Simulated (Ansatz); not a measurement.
Te:

```
Te
1.0
     3.82029   -2.14820    0.00000
     3.82029    2.14820    0.00000
    -0.09429    0.00000    5.97609
Te
3
Direct
  0.00000 0.00000 0.00000
  0.30945 0.30945 0.33881
  0.69055 0.69055 0.66119
```

This isn't the form of Te at room conditions, which is trigonal, of chains.

```yaml
Program: Ansatz 0.2.0
Task: relaxation of cell and atoms
Functional: PBEsol
Dispersion: D4
Potentials_or_basis: Ansatz PAW
Cutoff: "420 eV (not typed: the program's choice for these potentials)"
k_mesh: 7 × 7 × 5
Occupations: fermi-dirac, width 0.05 eV
Spin: no spin polarisation
```

At the start: volume 32.70 Å³/atom.

Q: How do energy, volume and symmetry change on relaxing?

A: It ends after 9 steps and the volume is 30.30 Å³/atom (-7.3 %); space group C2/m (No. 12, to 0.05 Å).

The path:
| step | energy change (eV) | largest force (eV/Å) | volume (Å³) |
| --- | --- | --- | --- |
| 1 | 0.0000 | 0.0878 | 98.09 |
| 2 | -0.0559 | 0.2541 | 88.55 |
| 3 | -0.0818 | 0.0957 | 91.52 |
| 4 | -0.0826 | 0.0400 | 90.53 |
| 5 | -0.0848 | 0.0271 | 90.96 |
| 6 | -0.0853 | 0.0236 | 90.98 |
| 7 | -0.0859 | 0.0067 | 90.96 |
| 8 | -0.0860 | 0.0042 | 90.90 |
| 9 | -0.0847 | 0.0042 | 90.90 |

Final structure:
```
Te
1.0
     3.66907   -2.10493    0.01890
     3.66907    2.10493    0.01890
    -0.06100    0.00000    5.88483
Te
3
Direct
  0.00000 0.00000 0.00000
  0.31979 0.31979 0.33521
  0.68021 0.68021 0.66479
```

Caveat: the plane-wave basis is chosen anew once the cell has moved, so the energies of steps on either side of that aren't comparable; pairwise dispersion overbinds metals, which lowers pressure and volume; the PAW data sets come from PBE, with cores solved anew for the run's functional, which leaves a small shift of forces and pressure.
